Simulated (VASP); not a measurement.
# KI (I4/mmm) in VASP: notebook

One crystal, KI, is run at these levels: r2SCAN; tasks: single point.

Everything below comes from runs of VASP 6.6.1. Logs are shortened: lines on timing, memory, paths and dates and some standing lists are left out, and cuts for length are marked.

## (1) The cell of the first run

The structure is tetragonal, space group I4/mmm (No. 139). The conventional cell has a = 4.984 Å, b = 4.984 Å, c = 6.697 Å, α = 90.00°, β = 90.00°, γ = 90.00°. Around K (site symmetry 4/mmm) lie 6 I at 3.35 to 3.52 Å. I (site symmetry 4/mmm) has 6 K at 3.35 to 3.52 Å as nearest neighbours.

Measurements of this composition are mostly on another form, of space group No. 225.

## (2) Single point, r2SCAN (strain +0.000 along x and y, -0.050 along z, atoms carried along)

Contents of POSCAR:

```
KI
1.0
    0.0000000000      3.5245500000      3.3483225000
    3.5245500000      0.0000000000      3.3483225000
    3.5245500000      3.5245500000      0.0000000000
K I
1 1
Direct
    0.0000000000      0.0000000000      0.0000000000
    0.5000000000      0.5000000000      0.5000000000
```

Contents of INCAR.step1:

```
SYSTEM = KI
PREC = Accurate
ENCUT = 520
ISMEAR = 0
SIGMA = 0.05
LREAL = .False.
LASPH = .True.
NELM = 100
NBANDS = 15
GGA = PE
ALGO = Normal
EDIFF = 1E-4
LWAVE = .True.
LCHARG = .False.
```

Contents of INCAR.step2:

```
SYSTEM = KI
PREC = Accurate
ENCUT = 520
EDIFF = 1E-6
ISMEAR = 0
SIGMA = 0.05
LREAL = .False.
LASPH = .True.
NELM = 100
ALGO = Normal
ISIF = 2
LWAVE = .False.
LCHARG = .False.
METAGGA = R2SCAN
LMIXTAU = .True.
NBANDS = 15
ISTART = 1
```

Contents of KPOINTS:

```
Automatic mesh
0
Gamma
  6 6 6
  0 0 0
```

Potentials or basis: VASP PAW PBE potentials, release 64 (K_sv, I).

Run with:

```sh
$ cat potpaw_PBE.64/K_sv/POTCAR potpaw_PBE.64/I/POTCAR > POTCAR
$ cp INCAR.step1 INCAR
$ mpirun -np 1 vasp_std > vasp.out
$ cp INCAR.step2 INCAR
$ mpirun -np 1 vasp_std > vasp.out
```

OUTCAR:

```text
SYSTEM = KI
   PREC = Accurate
   ENCUT = 520
   EDIFF = 1E-6
   ISMEAR = 0
   LREAL = .False.
   LASPH = .True.
   NELM = 100
   ISIF = 2
   METAGGA = R2SCAN
   ISTART = 1

 ion  position               nearest neighbor table
   1  0.000  0.000  0.000-   2 3.35   2 3.35   2 3.52   2 3.52   2 3.52   2 3.52
   2  0.500  0.500  0.500-   1 3.35   1 3.35   1 3.52   1 3.52   1 3.52   1 3.52

  LATTYP: Found a body centered tetragonal cell.
 ALAT       =     4.9844664113
 C/A-ratio  =     1.3435028843

  Lattice vectors:

 A1 = (   0.0000000000,  -3.5245500000,  -3.3483225000)
 A2 = (   0.0000000000,   3.5245500000,  -3.3483225000)
 A3 = (   3.5245500000,   0.0000000000,   3.3483225000)

Analysis of symmetry for initial positions (statically):
=====================================================================
 Subroutine PRICEL returns:
 Original cell was already a primitive cell.

 Routine SETGRP: Setting up the symmetry group for a
 body centered tetragonal supercell.

 Subroutine GETGRP returns: Found 16 space group operations
 (whereof 16 operations were pure point group operations)
 out of a pool of 16 trial point group operations.

The static configuration has the point symmetry D_4h.

Analysis of symmetry for dynamics (positions and initial velocities):
=====================================================================
 Subroutine PRICEL returns:
 Original cell was already a primitive cell.

 Routine SETGRP: Setting up the symmetry group for a
 body centered tetragonal supercell.

 Subroutine GETGRP returns: Found 16 space group operations
 (whereof 16 operations were pure point group operations)
 out of a pool of 16 trial point group operations.

The dynamic configuration has the point symmetry D_4h.

 Subroutine INISYM returns: Found 16 space group operations
 (whereof 16 operations are pure point group operations),
 and found     1 'primitive' translations

----------------------------------------------------------------------------------------

                                     Primitive cell

  volume of cell :      83.1888

  direct lattice vectors                    reciprocal lattice vectors
     0.000000000  3.524550000  3.348322500    -0.141862082  0.141862082  0.149328507
     3.524550000  0.000000000  3.348322500     0.141862082 -0.141862082  0.149328507
     3.524550000  3.524550000  0.000000000     0.141862082  0.141862082 -0.149328507

  length of vectors
     4.861452074  4.861452074  4.984466411     0.250097388  0.250097388  0.250097388

  position of ions in fractional coordinates (direct lattice)
[... 92 lines left out ...]
   EMIN   =  10.00;   EMAX   =-10.00  energy-range for DOS
   EFERMI =   0.00;   METHOD = LEGACY
   ISMEAR =     0;   SIGMA  =   0.05  broadening in eV -4-tet -1-fermi 0-gaus
   EFERMI_NEDOS =   21; number of points for ismear=-14 and -15
   IALGO  =     38    algorithm
   IMIX   =      4    mixing-type and parameters
     AMIX     =   0.40;   BMIX     =  1.00
     AMIX_MAG =   1.60;   BMIX_MAG =  1.00
  volume/ion in A,a.u.               =      41.59       280.69
  Fermi-wavevector in a.u.,A,eV,Ry     =   0.944989  1.785770 12.150052  0.893004
  Thomas-Fermi vector in A             =   2.072847
   LORBIT       =      0    0 simple, 1 ext, 2 COOP (PROOUT), +10 PAW based schemes
   METAGGA = R2SCAN    functional components
   LHFCALC =     F    Hartree Fock is set to
   AEXX    =    0.0000 exact exchange contribution
   IVDW    =     0    specifies the selected vdW correction
   LEPSILON=     F    determine dielectric tensor
   LRPA    =     F    only Hartree local field effects (RPA)
 non-spin polarized calculation
 Gauss-broadening in eV      SIGMA  =   0.05
  energy-cutoff  :      520.00
  volume of cell :       83.19
 maximum number of plane-waves:      2288
   NGX = 19   NGY = 19   NGZ = 19

 number of electron      15.9999999 magnetization

 Free energy of the ion-electron system (eV)
  ---------------------------------------------------
  ext. energy  EPLUGINS =         0.00000000
  ---------------------------------------------------
  free energy    TOTEN  =       -33.94657620 eV

  energy without entropy =      -33.94657620  energy(sigma->0) =      -33.94657620

 E-fermi :  -0.1096     XC(G=0):  -7.7601

 val. band max:       -0.4158907818   @ k =   0.0000   0.0000   0.0000
 cond. band min:       4.3140583239   @ k =   0.0000   0.0000   0.0000
 fundamental gap:      4.7299491057
 Fermi energy:        -0.1096272257

 k-point     1 :       0.0000    0.0000    0.0000
  band No.  band energies     occupation
      1     -29.9980      2.00000
      2     -12.7275      2.00000
      3     -12.7215      2.00000
      4     -12.7215      2.00000
      5     -11.3504      2.00000
      6      -0.4477      2.00000
      7      -0.4477      2.00000
      8      -0.4159      2.00000
      9       4.3141      0.00000
     10       6.4728      0.00000
     11       6.4728      0.00000
     12       6.7964      0.00000
     13       7.3445      0.00000
     14       7.6067      0.00000
[... 401 lines left out ...]
      2     -12.8085      2.00000
      3     -12.7579      2.00000
      4     -12.7382      2.00000
      5     -11.1160      2.00000
      6      -1.5264      2.00000
      7      -1.0085      2.00000
      8      -0.8131      2.00000
      9       5.3164      0.00000
     10       6.7060      0.00000
     11       8.0740      0.00000
     12       8.5711      0.00000
     13       9.3535      0.00000
     14       9.7569      0.00000
     15      10.2314      0.00000

 [... further k-points ...]

------------------------ aborting loop because EDIFF is reached ----------------------------------------

  FORCE on cell =-STRESS in cart. coord.  units (eV):
  Direction    XX          YY          ZZ          XY          YZ          ZX
  --------------------------------------------------------------------------------------
  -------------------------------------------------------------------------------------
  Total        0.2274111      0.2274111      1.3647143      0.0000000      0.0000000      0.0000000
  in kB        4.3798332      4.3798332     26.2837714      0.0000000      0.0000000      0.0000000
  external PRESSURE =      11.6811459 kB  Pullay stress =       0.0000000 kB

 VOLUME and BASIS-vectors are now :
 -----------------------------------------------------------------------------
  energy-cutoff  :      520.00
  volume of cell :       83.19
      direct lattice vectors                 reciprocal lattice vectors
     0.000000000  3.524550000  3.348322500    -0.141862082  0.141862082  0.149328507
     3.524550000  0.000000000  3.348322500     0.141862082 -0.141862082  0.149328507
     3.524550000  3.524550000  0.000000000     0.141862082  0.141862082 -0.149328507

 POSITION                                       TOTAL-FORCE (eV/Angst)
 -----------------------------------------------------------------------------------
      0.00000      0.00000      0.00000        -0.000000      0.000000     -0.000000
      3.52455      3.52455      3.34832         0.000000     -0.000000      0.000000
 -----------------------------------------------------------------------------------
    total drift:                                0.000000      0.000000      0.000000

  FREE ENERGIE OF THE ION-ELECTRON SYSTEM (eV)
  ---------------------------------------------------
  free  energy   TOTEN  =       -33.9465761961 eV

  energy  without entropy=      -33.9465761961  energy(sigma->0) =      -33.94657620
```

It took 85 s on 1 thread of Intel Xeon Platinum 8559C (Emerald Rapids), shared host; peak memory 0.24 GiB.

Results:

- Free energy: -33.9466 eV
- Pressure: 1.2 GPa
- Band gap on the k mesh: 4.73 eV, direct

Stress tensor (GPa, compression positive):
```
0.44 0.00 0.00
0.00 0.44 0.00
0.00 0.00 2.63
```

Levels at points of the mesh, in eV from the valence-band top:
```
           k point  band 4  band 5  band 6  band 7  band 8  band 9  band 10  band 11  band 12  band 13
(0.00, 0.00, 0.00)  -12.31  -10.93   -0.03   -0.03    0.00    4.73     6.89     6.89     7.21     7.76
(0.50, 0.00, 0.00)  -12.31  -10.54   -1.49   -0.43   -0.40    6.06     8.47     8.66     9.10     9.48
(0.50, 0.50, 0.00)  -12.33  -10.74   -1.08   -0.50   -0.50    5.20     6.62     8.96     9.76     9.85
(0.50, 0.00, 0.50)  -12.32  -10.76   -1.16   -0.41   -0.38    5.27     6.62     8.82     9.66     9.73
```

Caveat: the PAW data sets were made with another functional, which shifts forces and pressure a little; spin-orbit coupling is left out, which moves the levels of the heavy elements. A k mesh can miss the band edges.

## (3) Single point, r2SCAN (strain +0.000 along x and y, +0.050 along z, atoms carried along)

Contents of POSCAR:

```
KI
1.0
    0.0000000000      3.5245500000      3.7007775000
    3.5245500000      0.0000000000      3.7007775000
    3.5245500000      3.5245500000      0.0000000000
K I
1 1
Direct
    0.0000000000      0.0000000000      0.0000000000
    0.5000000000      0.5000000000      0.5000000000
```

Contents of INCAR.step1:

```
SYSTEM = KI
  PREC = Accurate
  ENCUT = 520
  ISMEAR = 0
  SIGMA = 0.05
  LREAL = .FALSE.
  LASPH = .TRUE.
  NELM = 100
  NBANDS = 15
  GGA = PE
  ALGO = Normal
  EDIFF = 1E-4
  LWAVE = .TRUE.
  LCHARG = .FALSE.
```

Contents of INCAR.step2:

```
SYSTEM = KI
  PREC = Accurate
  ENCUT = 520
  EDIFF = 1E-6
  ISMEAR = 0
  SIGMA = 0.05
  LREAL = .FALSE.
  LASPH = .TRUE.
  NELM = 100
  ALGO = Normal
  ISIF = 2
  LWAVE = .FALSE.
  LCHARG = .FALSE.
  METAGGA = R2SCAN
  LMIXTAU = .TRUE.
  NBANDS = 15
  ISTART = 1
```

Contents of KPOINTS:

```
regular mesh
0
G
  6 6 6
  0 0 0
```

Potentials or basis: VASP PAW PBE potentials, release 64 (K_sv, I).

Run with:

```sh
$ cat potpaw_PBE.64/K_sv/POTCAR potpaw_PBE.64/I/POTCAR > POTCAR
$ cp INCAR.step1 INCAR
$ mpirun -np 1 vasp_std > vasp.out
$ cp INCAR.step2 INCAR
$ mpirun -np 1 vasp_std > vasp.out
```

Run time: 1.7 min. Hardware: 1 thread of Intel Xeon Platinum 8559C (Emerald Rapids), shared host; peak memory 0.27 GiB.

Results (log left out):

| Quantity | Value |
| --- | --- |
| Free energy | -33.9718 eV |
| Pressure | -0.3 GPa |
| Band gap on the k mesh | 4.50 eV, direct |

Stress tensor (GPa, compression positive):
```
 0.07  0.00  0.00
 0.00  0.07  0.00
 0.00  0.00 -0.95
```

Levels at points of the mesh, in eV from the valence-band top:
| k point | band 6 | band 7 | band 8 | band 9 | band 10 | band 11 |
| --- | --- | --- | --- | --- | --- | --- |
| (0.00, 0.00, 0.00) | -0.01 | 0.00 | 0.00 | 4.50 | 6.88 | 7.16 |
| (0.50, 0.00, 0.00) | -1.23 | -0.32 | -0.30 | 5.97 | 8.19 | 8.52 |
| (0.50, 0.50, 0.00) | -0.98 | -0.31 | -0.31 | 5.47 | 6.41 | 8.72 |
| (0.50, 0.00, 0.50) | -0.94 | -0.41 | -0.34 | 5.42 | 6.40 | 8.82 |

Caveat: the PAW data sets were made with another functional, which shifts forces and pressure a little; spin-orbit coupling is left out, which moves the levels of the heavy elements.

## (4) Single point, r2SCAN (strain -0.050 along x and y, +0.000 along z, atoms carried along)

Contents of POSCAR:

```
KI
1.0
    0.0000000000      3.3483225000      3.5245500000
    3.3483225000      0.0000000000      3.5245500000
    3.3483225000      3.3483225000      0.0000000000
K I
1 1
Direct
    0.0000000000      0.0000000000      0.0000000000
    0.5000000000      0.5000000000      0.5000000000
```

Contents of INCAR.step1:

```
SYSTEM = KI
PREC     = Accurate       ! precision mode
ENCUT    = 520            ! plane-wave cutoff, eV
ISMEAR   = 0              ! smearing method
SIGMA    = 0.05           ! smearing width, eV
LREAL    = .FALSE.        ! projectors in reciprocal space
LASPH    = .TRUE.         ! aspherical terms in the spheres
NELM     = 100            ! most SCF steps
NBANDS   = 15             ! bands
GGA      = PE             ! functional
ALGO     = Normal         ! electronic algorithm
EDIFF    = 1E-4           ! SCF threshold, eV
LWAVE    = .TRUE.         ! write WAVECAR
LCHARG   = .FALSE.        ! write CHGCAR
```

Contents of INCAR.step2:

```
SYSTEM = KI
PREC     = Accurate       ! precision mode
ENCUT    = 520            ! plane-wave cutoff, eV
EDIFF    = 1E-6           ! SCF threshold, eV
ISMEAR   = 0              ! smearing method
SIGMA    = 0.05           ! smearing width, eV
LREAL    = .FALSE.        ! projectors in reciprocal space
LASPH    = .TRUE.         ! aspherical terms in the spheres
NELM     = 100            ! most SCF steps
ALGO     = Normal         ! electronic algorithm
ISIF     = 2              ! what is computed and relaxed
LWAVE    = .FALSE.        ! write WAVECAR
LCHARG   = .FALSE.        ! write CHGCAR
METAGGA  = R2SCAN         ! meta-GGA
LMIXTAU  = .TRUE.       
NBANDS   = 15             ! bands
ISTART   = 1
```

Contents of KPOINTS:

```
Automatic mesh
0
G
  6 6 6
  0 0 0
```

Run with:

```sh
$ cat potpaw_PBE.64/K_sv/POTCAR potpaw_PBE.64/I/POTCAR > POTCAR
$ cp INCAR.step1 INCAR
$ mpirun -np 1 vasp_std > vasp.out
$ cp INCAR.step2 INCAR
$ mpirun -np 1 vasp_std > vasp.out
```

It took 64 s on 1 thread of Intel Xeon Platinum 8559C (Emerald Rapids), shared host; peak memory 0.22 GiB.

Results (log left out):

```yaml
Free_energy: -33.9053 eV
Pressure: 2.2 GPa
Band_gap_on_the_k_mesh: 4.88 eV, direct
```

Stress tensor (GPa, compression positive):
```
2.96 0.00 0.00
0.00 2.96 0.00
0.00 0.00 0.63
```

Levels at points of the mesh, in eV from the valence-band top:
```tsv
k point	band 6	band 7	band 8	band 9	band 10	band 11
(0.00, 0.00, 0.00)	-0.04	0.00	0.00	4.88	6.74	7.07
(0.50, 0.00, 0.00)	-1.61	-0.48	-0.44	6.11	8.60	8.78
(0.50, 0.50, 0.00)	-1.27	-0.38	-0.38	5.18	6.78	8.82
(0.50, 0.00, 0.50)	-1.18	-0.51	-0.47	5.13	6.74	8.95
```

Caveat: the PAW data sets were made with another functional, which shifts forces and pressure a little; spin-orbit coupling is left out, which moves the levels of the heavy elements. A k mesh can miss the band edges.

## (5) Overview

| cell | gap on the mesh (eV) | pressure (GPa) |
| --- | --- | --- |
| strain +0.000 along x and y, -0.050 along z, atoms carried along | 4.73 | 1.2 |
| strain +0.000 along x and y, +0.050 along z, atoms carried along | 4.50 | -0.3 |
| strain -0.050 along x and y, +0.000 along z, atoms carried along | 4.88 | 2.2 |

Alike in all rows: task single point; level r2SCAN; potentials or basis VASP PAW PBE potentials, release 64 (K_sv, I); no spin polarisation; k mesh 6 × 6 × 6; cutoff (eV) 520; smearing gaussian 0.05 eV.

Caveats: the PAW data sets were made with another functional, which shifts forces and pressure a little; spin-orbit coupling is left out, which moves the levels of the heavy elements.

Total energies depend on the potentials used, so only differences within one code and one set of settings carry meaning.
